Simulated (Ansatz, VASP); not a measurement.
**GaSb: VASP beside Ansatz**

File INCAR:

```
SYSTEM = GaSb
ALGO     = Normal         ! electronic algorithm
EDIFF    = 1E-6           ! SCF threshold, eV
ENCUT    = 520            ! plane-wave cutoff, eV
GGA      = PE             ! functional
ISIF     = 2              ! what is computed and relaxed
ISMEAR   = 0              ! smearing method
LASPH    = .True.         ! aspherical terms in the spheres
LCHARG   = .False.        ! write CHGCAR
LREAL    = .False.        ! projectors in reciprocal space
LWAVE    = .False.        ! write WAVECAR
NELM     = 80             ! most SCF steps
PREC     = Accurate       ! precision mode
SIGMA    = 0.011          ! smearing width, eV
```

The input KPOINTS:

```
k-points
0
Gamma
  8 8 8
  0 0 0
```

The input POSCAR:

```
GaSb
1.0
    0.0000000000      3.0590000000      3.0590000000
    3.0590000000      0.0000000000      3.0590000000
    3.0590000000      3.0590000000      0.0000000000
Sb Ga
1 1
Direct
    0.7500000000      0.7500000000      0.7500000000
    0.0000000000      0.0000000000      0.0000000000
```

input.yaml

```yaml
crystal:
  lattice:
    - [0.0, 3.059, 3.059]
    - [3.059, 0.0, 3.059]
    - [3.059, 3.059, 0.0]
  atoms:
    - { symbol: Sb, position: [0.75, 0.75, 0.75] }
    - { symbol: Ga, position: [0.0, 0.0, 0.0] }
hamiltonian:
  xc: pbe
  pseudopotentials: { kind: paw }
kpoints:
  mp_grid: { grid: [8, 8, 8] }
scf:
  occupations: { method: gaussian, width: 0.011 }
output:
  forces: true
  stress: true
  eigenvalues: true
```

Alike in both runs: task single point; functional PBE; k mesh 8 × 8 × 8; occupations gaussian, width 0.011 eV; no spin polarisation.

|  | VASP | Ansatz |
| --- | --- | --- |
| version | VASP 6.6.1 | Ansatz 0.2.0 |
| potentials or method | VASP PAW PBE potentials, release 64 (Sb, Ga_d) | Ansatz PAW |
| plane-wave cutoff (eV) | 520 | 420 |
| valence electrons in the cell | 18 | 28 |

|  | VASP | Ansatz | Ansatz less VASP |
| --- | --- | --- | --- |
| gap on the k mesh at the Fermi level (eV) | 0.04 | 0.03 | -0.002 |
| least direct gap on the mesh (eV) | 0.04 | 0.03 | -0.002 |
| pressure (GPa) | 2.4 | 2.3 | -0.09 |

The two sets of potentials don't hold the same shells in valence.

Caveats: spin-orbit coupling is left out, which moves the levels of the heavy elements. A k mesh can miss the band edges. PBE gaps usually lie below the measured ones, often by a third to a half.
